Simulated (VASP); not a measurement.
A run of VASP 6.6.1 is set up as follows.

File INCAR:

```
SYSTEM = NaF
  ALGO = Fast
  EDIFF = 1E-6
  ENCUT = 520
  GGA = PS
  ISIF = 2
  ISMEAR = 0
  LASPH = .True.
  LCHARG = .False.
  LREAL = .False.
  LWAVE = .False.
  NBANDS = 14
  NELM = 80
  PREC = Accurate
  SIGMA = 0.02
```

Contents of KPOINTS:

```
k-points
0
Gamma
  8 8 8
  0 0 0
```

File POSCAR:

```
NaF
1.0
    0.0000000000      2.3200000000      2.3200000000
    2.3200000000      0.0000000000      2.3200000000
    2.3200000000      2.3200000000      0.0000000000
Na F
1 1
Direct
    0.0000000000      0.0000000000      0.0000000000
    0.5000000000      0.5000000000      0.5000000000
```

Potentials or basis: VASP PAW PBE potentials, release 64 (Na_pv, F).

Command:

```console
$ cat potpaw_PBE.64/Na_pv/POTCAR potpaw_PBE.64/F/POTCAR > POTCAR
$ mpirun -np 1 vasp_std > vasp.out
```

(1) Estimate the pressure.

(2) Predict the band gap on the k mesh.

Answers

(1) -0.4 GPa.

(2) 6.14 eV, direct.

Caveat: the PAW data sets were made with another functional, which shifts forces and pressure a little.
